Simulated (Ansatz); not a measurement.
We consider L1₀ (CuAu-type) CoPt, described by PBEsol (Ansatz, a program for electronic structure, plane waves, PAW).

Numerical settings: plane-wave cutoff 520 eV, 20×20×16 k mesh (along the axes of the cell as run), Fermi–Dirac smearing 0.05 eV, spin-polarised with parallel moments, scalar-relativistic PAW data made under PBE.

Cell (relaxed at this level):

```
CoPt
1.0
    2.65800     0.00000     0.00000
    0.00000     2.65800     0.00000
    0.00000     0.00000     3.66529
Co Pt
1 1
Direct
  0.00000   0.00000   0.00000
  0.50000   0.50000   0.50000
```
Starting moments (μB, in the order of the record's atoms Co Pt): 2.0 0.0.

Task: Predict the bulk modulus B0, magnetic moment (largest site, within a sphere) and pressure derivative B′ of the bulk modulus.

Result: 
- bulk modulus B0 = 250 GPa
- magnetic moment (largest site, within a sphere) = 1.87 μB
- pressure derivative B′ of the bulk modulus = 5.0

The run finds no gap.

Note: the bulk modulus comes from volumes at which shape and atoms were relaxed.

Moments are spin moments.

Spin–orbit coupling is not included.

The result took about 20 core-minutes (a rough figure).
